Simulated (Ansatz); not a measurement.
# Ir in Ansatz: convergence with smearing width

Input of the first run (smearing width 0.3 eV); the others differ in this setting and in those tied to it:

The input input.yaml:

```yaml
crystal:
  lattice:
    - [-0.009028, 1.958366, 1.938921]
    - [1.898389, 0.022898, 1.906995]
    - [1.899679, 1.927729, 0.021608]
  atoms:
    - { symbol: Ir, position: [-0.002339, -0.003161, -0.014252] }
hamiltonian:
  xc: pbe
  pseudopotentials: { kind: paw }
kpoints:
  mp_grid: { grid: [9, 9, 9] }
scf:
  occupations: { method: gaussian, width: 0.3 }
output:
  forces: true
  stress: true
  eigenvalues: true
```

Potentials or basis: Ansatz PAW.

The run is started by

```console
$ ansatz run input.yaml --threads 2 --pin off --max-ram 5632MiB --backend cpu --events-out ev --progress --plain --runs-dir out
```

The cell isn't the ideal one: cell strained at random at fixed volume.

Hardware: 2 threads of Intel(R) Xeon(R) Platinum 8259CL CPU @ 2.50GHz (Skylake/Cascade Lake) (shared host).

**Question.** The values tried are 0.3 eV, 0.2 eV, 0.15 eV, 0.1 eV, 0.05 eV, 0.025 eV, 0.01 eV, 0.005 eV, loosest first. From which on does the energy stay within 1 meV/atom of the tightest run that finished?

**Answer.** From 0.2 eV on.

```csv
smearing width,"energy less the tightest run, at zero smearing (meV/atom)",pressure (GPa),SCF cycles,CPU time (s),peak memory (GiB)
0.3 eV,2.13,11.75,6,4.2,0.38
0.2 eV,-0.37,11.49,6,4.4,0.38
0.15 eV,-0.59,11.44,6,4.2,0.38
0.1 eV,-0.37,11.41,6,4.7,0.38
0.05 eV,-0.12,11.40,6,4.9,0.38
0.025 eV,-0.02,11.39,6,4.6,0.38
0.01 eV,0.00,11.39,6,4.4,0.38
0.005 eV,0.00,11.39,6,4.9,0.38
```

Against the tightest run, the pressure stays within 0.1 GPa from 0.15 eV on. Narrower smearing needs a denser k mesh, so at a fixed mesh the narrowest width isn't the most accurate. The tightest run that finished is the yardstick and may itself not be fully converged.

The run has no spin-orbit coupling, so splittings on Ir are missing.
